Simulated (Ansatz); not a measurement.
**S: from a first guess to the relaxed bcc type**

First guess:

```yaml
crystal:
  lattice:
    - [-1.40625, 1.40625, 1.40625]
    - [1.40625, -1.40625, 1.40625]
    - [1.40625, 1.40625, -1.40625]
  atoms:
    - { symbol: S, position: [0.00000, 0.00000, 0.00000] }
```

The calculation used DFT, PBE, PAW with Ansatz's default frozen-core files, scalar-relativistic (Ansatz 0.2.0).

Cell and atoms relax within the symmetry of the start on a 20×20×20 k mesh with 0.03 eV Fermi–Dirac smearing.

The start is built from a prototype, known or not as a phase of this compound; the cutoff is 420 eV.

(1) What is the pressure of the first guess?

(2) What does it relax to?

(3) How much energy does the relaxation release?

Answers

(1) 58.6 GPa.

(2) a = 3.161 Å, b = 3.161 Å, c = 3.161 Å, α = 90.00°, β = 90.00°, γ = 90.00° (conventional cell), 15.79 Å³ per atom:
Space group Im-3m (No. 229). a = 3.161 Å, b = 3.161 Å, c = 3.161 Å, α = 90.00°, β = 90.00°, γ = 90.00°
```
atom  site  symmetry       x       y       z
   S    2a      m-3m  0.0000  0.0000  0.0000
```

(3) 641 meV/atom.
